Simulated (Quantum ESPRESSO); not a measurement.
# Y (P6_3/mmc) in Quantum ESPRESSO: phonons with PBE

Aim: the phonons of Y with PBE.

Everything below comes from runs of Quantum ESPRESSO 7.5. Logs are shortened: lines on timing, memory, paths and dates and some standing lists are left out, and cuts for length are marked.

### 1 The structure

The structure is hexagonal, space group P6_3/mmc (No. 194). Conventional cell: a = 3.643 Å, b = 3.643 Å, c = 11.844 Å, α = 90.00°, β = 90.00°, γ = 120.00°. Y (site symmetry -6m2) is surrounded by 12 Y at 3.63 to 3.64 Å. Y (site symmetry -3m) is surrounded by 12 Y at 3.63 to 3.64 Å.

### 2 Phonons, PBE

Contents of pw.in:

```
&CONTROL
  calculation = 'scf'
  prefix = 'pwscf'
  outdir = './tmp'
  pseudo_dir = './pseudo'
  tprnfor = .true.
  tstress = .true.
  disk_io = 'low'
/
&SYSTEM
  ibrav = 0
  nat = 4
  ntyp = 1
  ecutwfc = 36
  ecutrho = 216
  nbnd = 31
  occupations = 'smearing'
  smearing = 'gaussian'
  degauss = 0.01999163
/
&ELECTRONS
  conv_thr = 8d-10
  electron_maxstep = 120
  mixing_beta = 0.5
/
ATOMIC_SPECIES
Y     88.9058 Y.GGA_PBE-JTH.UPF
CELL_PARAMETERS angstrom
   3.6425441402    0.0000000000    0.0000000000
  -1.8212720701    3.1545357598    0.0000000000
   0.0000000000    0.0000000000   11.8441303500
ATOMIC_POSITIONS crystal
Y      0.6666666667    0.3333333333    0.7500000000
Y      0.0000000000    0.0000000000    0.5000000000
Y      0.3333333333    0.6666666667    0.2500000000
Y      0.0000000000    0.0000000000    0.0000000000
K_POINTS automatic
7 7 3 0 0 0
```

Contents of relax.in:

```
&CONTROL
  calculation = 'vc-relax'
  prefix = 'pwscf'
  outdir = './tmp'
  pseudo_dir = './pseudo'
  tprnfor = .true.
  tstress = .true.
  disk_io = 'low'
  nstep = 40
  forc_conv_thr = 0.0001
  etot_conv_thr = 1d-06
/
&SYSTEM
  ibrav = 0
  nat = 4
  ntyp = 1
  ecutwfc = 36
  ecutrho = 216
  nbnd = 31
  occupations = 'smearing'
  smearing = 'gaussian'
  degauss = 0.01999163
/
&ELECTRONS
  conv_thr = 8d-10
  electron_maxstep = 120
  mixing_beta = 0.5
/
&IONS
  ion_dynamics = 'bfgs'
/
&CELL
  cell_dynamics = 'bfgs'
  press = 0
  press_conv_thr = 0.2
/
ATOMIC_SPECIES
Y     88.9058 Y.GGA_PBE-JTH.UPF
CELL_PARAMETERS angstrom
   3.6425441402    0.0000000000    0.0000000000
  -1.8212720701    3.1545357598    0.0000000000
   0.0000000000    0.0000000000   11.8441303500
ATOMIC_POSITIONS crystal
Y      0.6666666667    0.3333333333    0.7500000000
Y      0.0000000000    0.0000000000    0.5000000000
Y      0.3333333333    0.6666666667    0.2500000000
Y      0.0000000000    0.0000000000    0.0000000000
K_POINTS automatic
7 7 3 0 0 0
```

Contents of scf2.in:

```
&CONTROL
  calculation = 'scf'
  prefix = 'pwscf'
  outdir = './tmp'
  pseudo_dir = './pseudo'
  tprnfor = .true.
  tstress = .true.
  disk_io = 'low'
/
&SYSTEM
  ibrav = 0
  nat = 4
  ntyp = 1
  ecutwfc = 36
  ecutrho = 216
  nbnd = 31
  occupations = 'smearing'
  smearing = 'gaussian'
  degauss = 0.01999163
/
&ELECTRONS
  conv_thr = 1d-13
  electron_maxstep = 120
  mixing_beta = 0.5
  startingpot = 'file'
  startingwfc = 'file'
/
ATOMIC_SPECIES
Y     88.9058 Y.GGA_PBE-JTH.UPF
CELL_PARAMETERS angstrom
   3.6041738652    0.0000000000    0.0000000000
  -1.8020869326    3.1213061269    0.0000000000
   0.0000000000    0.0000000000   11.5830198520
ATOMIC_POSITIONS crystal
Y      0.6666666667    0.3333333333    0.7500000000
Y      0.0000000000    0.0000000000    0.5000000000
Y      0.3333333333    0.6666666667    0.2500000000
Y      0.0000000000    0.0000000000    0.0000000000
K_POINTS automatic
7 7 3 0 0 0
```

Contents of ph.in:

```
phonons of Y
&INPUTPH
  prefix = 'pwscf'
  outdir = './tmp'
  tr2_ph = 1d-16
  fildyn = 'dyn'
  niter_ph = 60
  alpha_mix(1) = 0.4
/
0.0000000000 0.0000000000 0.0000000000
```

Contents of dynmat.in:

```
&INPUT
  fildyn = 'dyn'
  asr = 'crystal'
  filout = 'dynmat.disp'
  fileig = 'dynmat.eig'
/
```

Potentials or basis: JTH 2.0 PBE.

The run is started by

```
> OMP_NUM_THREADS=1 pw.x -in pw.in > pw.out
> OMP_NUM_THREADS=1 pw.x -in relax.in > relax.out
> OMP_NUM_THREADS=1 pw.x -in scf2.in > scf2.out
> OMP_NUM_THREADS=1 ph.x -in ph.in > ph.out
> OMP_NUM_THREADS=1 dynmat.x -in dynmat.in > dynmat.out
```

pw.out:

```text
This program is part of the open-source Quantum ESPRESSO suite
     for quantum simulation of materials; please cite
         "P. Giannozzi et al., J. Phys.:Condens. Matter 21 395502 (2009);
         "P. Giannozzi et al., J. Phys.:Condens. Matter 29 465901 (2017);
         "P. Giannozzi et al., J. Chem. Phys. 152 154105 (2020);
     in publications or presentations arising from this work. More details at

     file Y.GGA_PBE-JTH.UPF: wavefunction(s)  5S 5P 4D 0D renormalized
     Message from routine setup:
     using ibrav=0 with symmetry is DISCOURAGED, use correct ibrav instead

     G-vector sticks info
     --------------------
     sticks:   dense  smooth     PW     G-vecs:    dense   smooth      PW
     Sum         703     475    139                49143    26815    4361

     Using Slab Decomposition

     bravais-lattice index     =            0
     lattice parameter (alat)  =       6.8834  a.u.
     unit-cell volume          =     918.4173 (a.u.)^3
     number of atoms/cell      =            4
     number of atomic types    =            1
     number of electrons       =        44.00
     number of Kohn-Sham states=           31
     kinetic-energy cutoff     =      36.0000  Ry
     charge density cutoff     =     216.0000  Ry
     scf convergence threshold =      8.0E-10
     mixing beta               =       0.5000
     number of iterations used =            8  plain     mixing
     Exchange-correlation= SLA PW PBX PBC
                           (   1   4   3   4   0   0   0)

     celldm(1)=   6.883411  celldm(2)=   0.000000  celldm(3)=   0.000000
     celldm(4)=   0.000000  celldm(5)=   0.000000  celldm(6)=   0.000000

     crystal axes: (cart. coord. in units of alat)
               a(1) = (   1.000000   0.000000   0.000000 )
               a(2) = (  -0.500000   0.866025   0.000000 )
               a(3) = (   0.000000   0.000000   3.251609 )

     reciprocal axes: (cart. coord. in units 2 pi/alat)
               b(1) = (  1.000000  0.577350 -0.000000 )
               b(2) = (  0.000000  1.154701  0.000000 )
               b(3) = (  0.000000 -0.000000  0.307540 )

     PseudoPot. # 1 for Y  read from file:
     Y.GGA_PBE-JTH.UPF
     Pseudo is Projector augmented-wave + core cor, Zval = 11.0
     Generated using ATOMPAW code
     Shape of augmentation charge: BESSEL
     Using radial grid of 1070 points,  6 beta functions with:
                l(1) =   0
                l(2) =   0
                l(3) =   1
                l(4) =   1
                l(5) =   2
                l(6) =   2
     Q(r) pseudized with 0 coefficients

     atomic species   valence    mass     pseudopotential
     Y                11.00    88.90580     Y ( 1.00)

     24 Sym. Ops., with inversion, found (12 have fractional translation)

   Cartesian axes

     site n.     atom                  positions (alat units)
         1        Y      tau(   1) = (   0.5000000   0.2886751   2.4387070  )
         2        Y      tau(   2) = (   0.0000000   0.0000000   1.6258046  )
         3        Y      tau(   3) = (  -0.0000000   0.5773503   0.8129023  )
         4        Y      tau(   4) = (   0.0000000   0.0000000   0.0000000  )

     number of k points=    16  Gaussian smearing, width (Ry)=  0.0200
                       cart. coord. in units 2pi/alat
        k(    1) = (   0.0000000   0.0000000   0.0000000), wk =   0.0136054
        k(    2) = (   0.0000000   0.0000000   0.1025133), wk =   0.0272109
        k(    3) = (   0.0000000   0.1649572   0.0000000), wk =   0.0816327
        k(    4) = (   0.0000000   0.1649572   0.1025133), wk =   0.1632653
        k(    5) = (   0.0000000   0.3299144   0.0000000), wk =   0.0816327
        k(    6) = (   0.0000000   0.3299144   0.1025133), wk =   0.1632653
[... 8 lines left out ...]
        k(   15) = (   0.2857143   0.4948717   0.0000000), wk =   0.0816327
        k(   16) = (   0.2857143   0.4948717   0.1025133), wk =   0.1632653

     Dense  grid:    49143 G-vectors     FFT dimensions: (  36,  36, 108)

     Smooth grid:    26815 G-vectors     FFT dimensions: (  27,  27,  90)

     Check: negative core charge=   -0.000020

     Initial potential from superposition of free atoms

     starting charge      43.9837, renormalised to      44.0000
     Starting wfcs are   72 randomized atomic wfcs

     Self-consistent Calculation

     iteration #  1     ecut=    36.00 Ry     beta= 0.50
     Davidson diagonalization with overlap
     ethr =  1.00E-02,  avg # of iterations =  1.7

     Threshold (ethr) on eigenvalues was too large:
     Diagonalizing with lowered threshold

     Davidson diagonalization with overlap
     ethr =  5.36E-05,  avg # of iterations =  3.1

     total energy              =   -1130.41358646 Ry
     estimated scf accuracy    <       0.02677774 Ry

     iteration #  2     ecut=    36.00 Ry     beta= 0.50
     Davidson diagonalization with overlap
     ethr =  6.09E-05,  avg # of iterations =  1.8

     total energy              =   -1130.41543560 Ry
     estimated scf accuracy    <       0.00313036 Ry

     iteration #  3     ecut=    36.00 Ry     beta= 0.50
     Davidson diagonalization with overlap
     ethr =  7.11E-06,  avg # of iterations =  3.1

     total energy              =   -1130.41598242 Ry
     estimated scf accuracy    <       0.00023592 Ry

     iteration #  4     ecut=    36.00 Ry     beta= 0.50
     Davidson diagonalization with overlap
     ethr =  5.36E-07,  avg # of iterations =  3.8

     total energy              =   -1130.41599547 Ry
     estimated scf accuracy    <       0.00045260 Ry

     iteration #  5     ecut=    36.00 Ry     beta= 0.50
     Davidson diagonalization with overlap
     ethr =  5.36E-07,  avg # of iterations =  2.0

     total energy              =   -1130.41604483 Ry
     estimated scf accuracy    <       0.00001211 Ry

     iteration #  6     ecut=    36.00 Ry     beta= 0.50
     Davidson diagonalization with overlap
     ethr =  2.75E-08,  avg # of iterations =  4.2

     total energy              =   -1130.41604828 Ry
     estimated scf accuracy    <       0.00000228 Ry

     iteration #  7     ecut=    36.00 Ry     beta= 0.50
     Davidson diagonalization with overlap
     ethr =  5.18E-09,  avg # of iterations =  2.1
[... 11 lines left out ...]
     iteration #  9     ecut=    36.00 Ry     beta= 0.50
     Davidson diagonalization with overlap
     ethr =  2.37E-10,  avg # of iterations =  2.0

     total energy              =   -1130.41604844 Ry
     estimated scf accuracy    <          3.7E-09 Ry

     iteration # 10     ecut=    36.00 Ry     beta= 0.50
     Davidson diagonalization with overlap
     ethr =  8.37E-12,  avg # of iterations =  4.6

     total energy              =   -1130.41604845 Ry
     estimated scf accuracy    <          2.6E-09 Ry

     iteration # 11     ecut=    36.00 Ry     beta= 0.50
     Davidson diagonalization with overlap
     ethr =  5.80E-12,  avg # of iterations =  4.1

     total energy              =   -1130.41604845 Ry
     estimated scf accuracy    <          7.7E-09 Ry

     iteration # 12     ecut=    36.00 Ry     beta= 0.50
     Davidson diagonalization with overlap
     ethr =  5.80E-12,  avg # of iterations =  1.8

     total energy              =   -1130.41604845 Ry
     estimated scf accuracy    <          2.8E-09 Ry

     iteration # 13     ecut=    36.00 Ry     beta= 0.50
     Davidson diagonalization with overlap
     ethr =  5.80E-12,  avg # of iterations =  2.2

     End of self-consistent calculation

          k = 0.0000 0.0000 0.0000 (  3379 PWs)   bands (ev):

   -33.7698 -33.7451 -33.7397 -33.7149 -13.9954 -13.7630 -13.7482 -13.5704
   -13.5704 -13.5375 -13.5375 -13.5374 -13.5374 -13.5042 -13.5042 -13.5038
     4.3663   5.6780   5.6861   7.1137   9.5305   9.7306   9.7769  10.6116
    10.6117  10.6706  10.6706  10.7648  10.9949  10.9949  11.0972

          k = 0.0000 0.0000 0.1025 (  3409 PWs)   bands (ev):

   -33.7662 -33.7563 -33.7285 -33.7185 -13.9639 -13.8771 -13.6312 -13.5660
   -13.5660 -13.5540 -13.5540 -13.5383 -13.5208 -13.5208 -13.5086 -13.5086
     4.5308   4.9980   6.4142   6.9419   9.4585   9.4750  10.1895  10.5948
    10.6692  10.6692  10.7198  10.7198  10.9167  10.9169  10.9900

          k = 0.0000 0.1650 0.0000 (  3369 PWs)   bands (ev):

   -33.7608 -33.7385 -33.7332 -33.7107 -13.9644 -13.7746 -13.7623 -13.6381
   -13.5923 -13.5910 -13.5859 -13.5703 -13.5539 -13.5538 -13.5155 -13.5150
     4.7835   6.0412   6.0488   7.5205   9.1895   9.4836   9.6840  10.1005
    10.2602  10.3333  10.9289  10.9480  10.9529  11.2488  11.3541

          k = 0.0000 0.1650 0.1025 (  3371 PWs)   bands (ev):

   -33.7575 -33.7486 -33.7231 -33.7140 -13.9385 -13.8671 -13.6716 -13.6290
   -13.6182 -13.5940 -13.5871 -13.5731 -13.5552 -13.5345 -13.5286 -13.5203
     4.9390   5.3834   6.7779   7.3348   9.1559   9.2547   9.8999  10.1122
    10.3125  10.4638  10.8398  10.9325  10.9794  11.0475  11.1975

          k = 0.0000 0.3299 0.0000 (  3353 PWs)   bands (ev):

   -33.7396 -33.7237 -33.7184 -33.7024 -13.8954 -13.8547 -13.8394 -13.7781
   -13.7463 -13.6451 -13.6388 -13.6242 -13.5905 -13.5904 -13.5485 -13.5415
     5.8690   6.8412   6.8496   8.2380   8.6208   9.1071   9.2774   9.3079
     9.8555   9.9184  10.7049  10.7111  10.9376  11.5987  11.6728

          k = 0.0000 0.3299 0.1025 (  3348 PWs)   bands (ev):

   -33.7372 -33.7306 -33.7114 -33.7048 -13.8934 -13.8746 -13.8174 -13.7714
   -13.7421 -13.6869 -13.6323 -13.6147 -13.5877 -13.5661 -13.5580 -13.5481
     5.9867   6.3267   7.4566   8.0084   8.6672   8.8751   9.3286   9.4376
     9.9084  10.0150  10.5758  10.6709  11.0303  11.2865  11.9598

          k = 0.0000 0.4949 0.0000 (  3330 PWs)   bands (ev):

   -33.7201 -33.7118 -33.7064 -33.6981 -13.9650 -13.9596 -13.8866 -13.8707
   -13.7711 -13.6825 -13.6744 -13.6246 -13.6196 -13.6195 -13.5822 -13.5639
     7.0005   7.2823   7.4439   8.0553   8.5011   8.5868   8.8023   9.3097
     9.8441  10.1942  10.5609  10.6263  10.7055  11.7777  11.7888
[... 31 lines left out ...]
   -33.7232 -33.7187 -33.7048 -33.7003 -13.9083 -13.8860 -13.8746 -13.8469
   -13.7574 -13.7085 -13.6664 -13.6587 -13.6393 -13.6138 -13.5791 -13.5705
     6.8508   7.0696   7.8047   8.1973   8.6152   8.8340   9.0283   9.1646
     9.7781   9.8781  10.1638  10.3445  10.9277  11.2313  12.0795

          k = 0.1429 0.5774 0.0000 (  3332 PWs)   bands (ev):

   -33.7135 -33.7085 -33.7031 -33.6981 -13.9584 -13.9494 -13.8818 -13.8705
   -13.7395 -13.7223 -13.7191 -13.6893 -13.6331 -13.6145 -13.5990 -13.5958
     7.4555   7.5863   8.0137   8.0809   8.5360   8.6914   8.7799   9.2808
     9.4908   9.7407  10.2947  10.3309  10.8802  11.7132  11.8934

          k = 0.1429 0.5774 0.1025 (  3337 PWs)   bands (ev):

   -33.7126 -33.7103 -33.7013 -33.6990 -13.9460 -13.9392 -13.8996 -13.8924
   -13.7302 -13.7271 -13.6844 -13.6836 -13.6433 -13.6411 -13.5940 -13.5916
     7.5538   7.6461   7.9029   7.9137   8.4984   8.6663   8.9301   9.1620
     9.7769   9.9118  10.1483  10.2077  10.9703  11.2841  12.3980

          k = 0.2857 0.4949 0.0000 (  3361 PWs)   bands (ev):

   -33.7101 -33.7071 -33.7016 -33.6987 -13.9066 -13.8965 -13.8641 -13.8149
   -13.8091 -13.7972 -13.7208 -13.6990 -13.6969 -13.6351 -13.6176 -13.5884
     7.9373   8.1369   8.1388   8.3940   8.5494   8.5948   9.1649   9.1800
     9.2724   9.3272   9.7430  10.0340  11.1985  11.2136  12.3695

          k = 0.2857 0.4949 0.1025 (  3348 PWs)   bands (ev):

   -33.7095 -33.7080 -33.7007 -33.6992 -13.8959 -13.8879 -13.8799 -13.8496
   -13.7832 -13.7781 -13.7370 -13.7188 -13.6700 -13.6393 -13.6097 -13.5967
     7.9593   8.0276   8.2520   8.3400   8.6395   8.6928   8.8945   8.9127
     9.5634   9.5941   9.7157   9.9063  11.2496  11.2614  12.1611

     the Fermi energy is     8.9998 ev

!    total energy              =   -1130.41604845 Ry
     total all-electron energy =     -1130.416048 Ry
     estimated scf accuracy    <          3.0E-10 Ry
     smearing contrib. (-TS)   =      -0.01948090 Ry
     internal energy E=F+TS    =   -1130.39656755 Ry

     The total energy is F=E-TS. E is the sum of the following terms:
     one-electron contribution =     -80.43875771 Ry
     hartree contribution      =      57.90433124 Ry
     xc contribution           =     -60.80635055 Ry
     ewald contribution        =    -228.28713271 Ry
     one-center paw contrib.   =    -818.76865781 Ry

     convergence has been achieved in  13 iterations

     Forces acting on atoms (cartesian axes, Ry/au):

     atom    1 type  1   force =     0.00000000    0.00000000   -0.00000000
     atom    2 type  1   force =     0.00000000    0.00000000    0.00000000
     atom    3 type  1   force =    -0.00000000   -0.00000000    0.00000000
     atom    4 type  1   force =     0.00000000   -0.00000000   -0.00000000

     Total force =     0.000000     Total SCF correction =     0.000000

     Computing stress (Cartesian axis) and pressure

          total   stress  (Ry/bohr**3)                   (kbar)     P=      -15.50
  -0.00009002  -0.00000000   0.00000000          -13.24       -0.00        0.00
  -0.00000000  -0.00009002   0.00000000           -0.00      -13.24        0.00
   0.00000000   0.00000000  -0.00013605            0.00        0.00      -20.01

=------------------------------------------------------------------------------=
   JOB DONE.
=------------------------------------------------------------------------------=
```

Wall time 54 min (1 thread of Arm Neoverse N1, shared host); peak memory 0.23 GiB.

What came out:

```yaml
Free_energy: -15380.1227 eV
Relaxed_volume: 32.58 Å³/atom
Relaxed_cell: a = 3.604 Å, b = 3.604 Å, c = 11.583 Å, α = 90.00°, β = 90.00°, γ = 120.00°
Space_group_after_relaxing_to_0.05_Å: P6_3/mmc (No. 194)
Pressure_after_relaxing: 0.0 GPa
Band_gap_on_the_k_mesh: none (metal or under the smearing width)
Highest_phonon_frequency_at_Γ: 136 cm⁻¹
```

Step by step:
```tsv
step	energy change (eV)	largest force (eV/Å)	pressure (GPa)	volume (Å³)
1	0.0000	0.0000	-1.55	136.10
2	-0.0099	0.0000	-1.29	135.02
3	-0.0211	0.0000	-0.88	133.46
4	-0.0300	0.0000	-0.26	131.20
5	-0.0310	0.0000	0.04	130.17
6	-0.0310	0.0000	0.03	130.19
7	-0.0311	0.0000	0.03	130.20
8	-0.0311	0.0000	0.02	130.22
9	-0.0312	0.0000	0.01	130.25
10	-0.0312	0.0000	0.00	130.30
11	-0.0312	0.0000	0.00	130.31
```

Final structure:
```yaml
crystal:
  lattice:
    - [3.60417, 0.00000, 0.00000]
    - [-1.80209, 3.12131, 0.00000]
    - [0.00000, 0.00000, 11.58302]
  atoms:
    - { symbol: Y, position: [0.66667, 0.33333, 0.75000] }
    - { symbol: Y, position: [0.00000, 0.00000, 0.50000] }
    - { symbol: Y, position: [0.33333, 0.66667, 0.25000] }
    - { symbol: Y, position: [0.00000, 0.00000, 0.00000] }
```

Phonon frequencies in cm⁻¹ (negative: imaginary):
```
              q point                             frequencies
(0.000, 0.000, 0.000)  -4 -3 -3 56 56 58 58 81 81 103 107 136
```

Optical modes at Γ, degenerate ones joined:
| cm⁻¹ | components | symmetry | active in |
| --- | --- | --- | --- |
| 56 | 2 | E2u | silent |
| 58 | 2 | E2g | Raman |
| 81 | 2 | E1u | IR |
| 103 | 1 | B2u | silent |
| 107 | 1 | B1g | silent |
| 136 | 1 | A2u | IR |

Caveat: the mesh is thin for the phonons of a metal; the cutoff is low for these files, which shifts pressure and relaxed volume.
